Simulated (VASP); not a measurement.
# NaCl (Fm-3m) in VASP: notebook, part 2 of 2

VASP 6.6.1. Earlier steps stand in the parts before.

## (3) Relaxation of the atoms, PBE (a relaxed cell with its volume scaled by 0.96)

Input file INCAR:

```
ALGO = Normal ; EDIFF = 1E-7
EDIFFG = -0.01 ; ENCUT = 600
GGA = PE ; IBRION = 2
ISIF = 2 ; ISMEAR = 0
LASPH = T ; LCHARG = F
LREAL = F ; LWAVE = F
NELM = 80 ; NSW = 40
PREC = Accurate ; SIGMA = 0.03
```

Input file KPOINTS:

```
k-points
0
Gamma
  8 8 8
```

Input file POSCAR:

```
NaCl                                    
1.0
    0.0000000000      2.8103439558      2.8103439558
    2.8103439558     -0.0000000000      2.8103439558
    2.8103439558      2.8103439558      0.0000000000
  Na              Cl            
     1     1
Direct
     0.0000000000000000    1.0000000000000000    1.0000000000000000
     0.5000000000000000    0.5000000000000000    0.5000000000000000
```

Potentials or basis: VASP PAW PBE potentials, release 64 (Na_pv, Cl).

Started as:

```
$ cat potpaw_PBE.64/Na_pv/POTCAR potpaw_PBE.64/Cl/POTCAR > POTCAR
$ mpirun -np 1 vasp_std > vasp.out
```

Wall time 10 s (1 thread of AMD EPYC 9R45 (Zen 5), shared host); peak memory 0.14 GiB.

The run converged. Its results:

* Free energy: -6.7724 eV
* Pressure after relaxing: 1.0 GPa
* Band gap on the k mesh: 5.15 eV, direct

Final structure:
```xyz
2
Lattice="0.0000 2.8103 2.8103 2.8103 0.0000 2.8103 2.8103 2.8103 0.0000" Properties=species:S:1:pos:R:3 pbc="T T T"
Na    0.0000    0.0000    0.0000
Cl    2.8103    2.8103    2.8103
```

Levels at points of the mesh, in eV from the valence-band top:
```csv
k point,band 4,band 5,band 6,band 7,band 8,band 9,band 10,band 11
"(0.00, 0.00, 0.00)",-12.68,0.00,0.00,0.00,5.15,11.13,11.13,11.13
"(0.50, 0.00, 0.00)",-12.33,-1.95,-0.27,-0.27,7.29,10.71,11.00,11.00
"(0.50, 0.50, 0.00)",-12.29,-1.68,-0.61,-0.61,7.57,8.07,11.39,14.87
```

Caveat: the relaxation stopped at its first step, so nothing moved. A k mesh can miss the band edges.

## (4) Relaxation of the atoms, PBE (a relaxed cell with its volume scaled by 0.98)

INCAR is that of step 3.

KPOINTS is that of step 3.

Input file POSCAR:

```
NaCl                                    
1.0
    0.0000000000      2.8297262508      2.8297262508
    2.8297262508     -0.0000000000      2.8297262508
    2.8297262508      2.8297262508      0.0000000000
  Na              Cl            
     1     1
Direct
     0.0000000000000000    1.0000000000000000    1.0000000000000000
     0.5000000000000000    0.5000000000000000    0.5000000000000000
```

Potentials or basis: VASP PAW PBE potentials, release 64 (Na_pv, Cl).

Started as:

```
$ cat potpaw_PBE.64/Na_pv/POTCAR potpaw_PBE.64/Cl/POTCAR > POTCAR
$ mpirun -np 1 vasp_std > vasp.out
```

OUTCAR:

```text
EDIFF = 1E-7
   EDIFFG = -0.01
   ENCUT = 600
   GGA = PE
   IBRION = 2
   ISIF = 2
   ISMEAR = 0
   LASPH = T
   LREAL = F
   NELM = 80
   NSW = 40
   PREC = Accurate

 ion  position               nearest neighbor table
   1  0.000  0.000  0.000-
   2  0.500  0.500  0.500-

  LATTYP: Found a face centered cubic cell.
 ALAT       =     5.6594525016

  Lattice vectors:

 A1 = (   0.0000000000,   2.8297262508,   2.8297262508)
 A2 = (   2.8297262508,   0.0000000000,   2.8297262508)
 A3 = (   2.8297262508,   2.8297262508,   0.0000000000)

Analysis of symmetry for initial positions (statically):
=====================================================================
 Subroutine PRICEL returns:
 Original cell was already a primitive cell.

 Routine SETGRP: Setting up the symmetry group for a
 face centered cubic supercell.

 Subroutine GETGRP returns: Found 48 space group operations
 (whereof 48 operations were pure point group operations)
 out of a pool of 48 trial point group operations.

The static configuration has the point symmetry O_h .

Analysis of symmetry for dynamics (positions and initial velocities):
=====================================================================
 Subroutine PRICEL returns:
 Original cell was already a primitive cell.

 Routine SETGRP: Setting up the symmetry group for a
 face centered cubic supercell.

 Subroutine GETGRP returns: Found 48 space group operations
 (whereof 48 operations were pure point group operations)
 out of a pool of 48 trial point group operations.

The dynamic configuration has the point symmetry O_h .

 Subroutine INISYM returns: Found 48 space group operations
 (whereof 48 operations are pure point group operations),
 and found     1 'primitive' translations

----------------------------------------------------------------------------------------

                                     Primitive cell

  volume of cell :      45.3172

  direct lattice vectors                    reciprocal lattice vectors
[... 117 lines left out ...]
   LRPA    =     F    only Hartree local field effects (RPA)
 conjugate gradient relaxation of ions
 non-spin polarized calculation
 Gauss-broadening in eV      SIGMA  =   0.03
  energy-cutoff  :      600.00
  volume of cell :       45.32
 maximum number of plane-waves:      1540
   NGX = 15   NGY = 15   NGZ = 15

 number of electron      14.0000001 magnetization

 Free energy of the ion-electron system (eV)
  ---------------------------------------------------
  ext. energy  EPLUGINS =         0.00000000
  ---------------------------------------------------
  free energy    TOTEN  =        -6.77681948 eV

  energy without entropy =       -6.77681948  energy(sigma->0) =       -6.77681948

 E-fermi :  -0.6071     XC(G=0):  -8.1220

 val. band max:       -0.7912400485   @ k =   0.0000   0.0000   0.0000
 cond. band min:       4.2768321641   @ k =   0.0000   0.0000   0.0000
 fundamental gap:      5.0680722126
 Fermi energy:        -0.6070715444

 k-point     1 :       0.0000    0.0000    0.0000
  band No.  band energies     occupation
      1     -21.6293      2.00000
      2     -21.6293      2.00000
      3     -21.6293      2.00000
      4     -13.4264      2.00000
      5      -0.7912      2.00000
      6      -0.7912      2.00000
      7      -0.7912      2.00000
      8       4.2768      0.00000
      9      10.3186      0.00000
     10      10.3186      0.00000
     11      10.3186      0.00000
[... 309 lines left out ...]
 k-point    24 :      -0.3750    0.2500    0.1250
  band No.  band energies     occupation
      1     -21.6516      2.00000
      2     -21.6370      2.00000
      3     -21.6334      2.00000
      4     -13.0687      2.00000
      5      -2.4135      2.00000
      6      -1.5384      2.00000
      7      -1.1942      2.00000
      8       7.5127      0.00000
      9       8.7048      0.00000
     10       9.4294      0.00000
     11      10.9032      0.00000

 [... further k-points ...]

------------------------ aborting loop because EDIFF is reached ----------------------------------------

  FORCE on cell =-STRESS in cart. coord.  units (eV):
  Direction    XX          YY          ZZ          XY          YZ          ZX
  --------------------------------------------------------------------------------------
  -------------------------------------------------------------------------------------
  Total        0.1362596      0.1362596      0.1362596     -0.0000000     -0.0000000      0.0000000
  in kB        4.8174185      4.8174185      4.8174185     -0.0000000     -0.0000000      0.0000000
  external PRESSURE =       4.8174185 kB  Pullay stress =       0.0000000 kB

 VOLUME and BASIS-vectors are now :
 -----------------------------------------------------------------------------
  energy-cutoff  :      600.00
  volume of cell :       45.32
      direct lattice vectors                 reciprocal lattice vectors
     0.000000000  2.829726251  2.829726251    -0.176695537  0.176695537  0.176695537
     2.829726251  0.000000000  2.829726251     0.176695537 -0.176695537  0.176695537
     2.829726251  2.829726251  0.000000000     0.176695537  0.176695537 -0.176695537

 POSITION                                       TOTAL-FORCE (eV/Angst)
 -----------------------------------------------------------------------------------
      0.00000      0.00000      0.00000         0.000000     -0.000000      0.000000
      2.82973      2.82973      2.82973        -0.000000      0.000000     -0.000000
 -----------------------------------------------------------------------------------
    total drift:                                0.000000     -0.000000     -0.000000

  FREE ENERGIE OF THE ION-ELECTRON SYSTEM (eV)
  ---------------------------------------------------
  free  energy   TOTEN  =        -6.7768194759 eV

  energy  without entropy=       -6.7768194759  energy(sigma->0) =       -6.77681948

 reached required accuracy - stopping structural energy minimisation
```

CONTCAR:

```text
NaCl
   1.00000000000000
     0.0000000000000000    2.8297262507999998    2.8297262507999998
     2.8297262507999998    0.0000000000000000    2.8297262507999998
     2.8297262507999998    2.8297262507999998    0.0000000000000000
  Na              Cl
     1     1
Direct
     0.0000000000000000    0.0000000000000000    0.0000000000000000
     0.5000000000000000    0.5000000000000000    0.5000000000000000

  0.00000000E+00  0.00000000E+00  0.00000000E+00
  0.00000000E+00  0.00000000E+00  0.00000000E+00
```

Wall time 10 s (1 thread of AMD EPYC 9R45 (Zen 5), shared host); peak memory 0.14 GiB.

Results:

```yaml
Free_energy: -6.7768 eV
Pressure_after_relaxing: 0.5 GPa
Band_gap_on_the_k_mesh: 5.07 eV, direct
```

Final structure:
```yaml
crystal:
  lattice:
    - [0.00000, 2.82973, 2.82973]
    - [2.82973, 0.00000, 2.82973]
    - [2.82973, 2.82973, 0.00000]
  atoms:
    - { symbol: Na, position: [0.00000, 0.00000, 0.00000] }
    - { symbol: Cl, position: [0.50000, 0.50000, 0.50000] }
```

Caveat: the relaxation stopped at its first step, so nothing moved. A k mesh can miss the band edges.

## (5) Relaxation of the atoms, PBE

INCAR is that of step 4.

KPOINTS is that of step 4.

Input file POSCAR:

```
NaCl                                    
1.0
    0.0000000000      2.8488466027      2.8488466027
    2.8488466027     -0.0000000000      2.8488466027
    2.8488466027      2.8488466027      0.0000000000
  Na              Cl            
     1     1
Direct
     0.0000000000000000    1.0000000000000000    1.0000000000000000
     0.5000000000000000    0.5000000000000000    0.5000000000000000
```

Started as:

```
$ cat potpaw_PBE.64/Na_pv/POTCAR potpaw_PBE.64/Cl/POTCAR > POTCAR
$ mpirun -np 1 vasp_std > vasp.out
```

Run time: 10 s. Hardware: 1 thread of AMD EPYC 9R45 (Zen 5), shared host; peak memory 0.14 GiB.

The run converged. Its results:

- Free energy: -6.7782 eV
- Pressure after relaxing: 0.0 GPa
- Band gap on the k mesh: 4.99 eV, direct

Final structure:
```yaml
crystal:
  lattice:
    - [0.00000, 2.84885, 2.84885]
    - [2.84885, 0.00000, 2.84885]
    - [2.84885, 2.84885, 0.00000]
  atoms:
    - { symbol: Na, position: [0.00000, 0.00000, 0.00000] }
    - { symbol: Cl, position: [0.50000, 0.50000, 0.50000] }
```

Levels at points of the mesh, in eV from the valence-band top:
```csv
k point,band 5,band 6,band 7,band 8,band 9,band 10
"(0.00, 0.00, 0.00)",0.00,0.00,0.00,4.99,11.09,11.09
"(0.50, 0.00, 0.00)",-1.83,-0.25,-0.25,7.22,10.38,10.90
"(0.50, 0.50, 0.00)",-1.58,-0.57,-0.57,7.45,8.10,11.10
```

Caveat: the relaxation stopped at its first step, so nothing moved.

## (6) The runs side by side

| cell | gap on the mesh (eV) | pressure (GPa) |
| --- | --- | --- |
| atoms relaxed from: a relaxed cell with its volume scaled by 0.94 | 5.23 | 1.7 |
| atoms relaxed from: a relaxed cell with its volume scaled by 0.96 | 5.15 | 1.0 |
| atoms relaxed from: a relaxed cell with its volume scaled by 0.98 | 5.07 | 0.5 |
| atoms relaxed | 4.99 | 0.0 |

Alike in all rows: task relaxation of the atoms; level PBE; potentials or basis VASP PAW PBE potentials, release 64 (Na_pv, Cl); no spin polarisation; k mesh 8 × 8 × 8; cutoff (eV) 600; smearing gaussian 0.03 eV.

Caveats: the relaxation stopped at its first step, so nothing moved.

Total energies depend on the potentials used, so only differences within one code and one set of settings carry meaning.
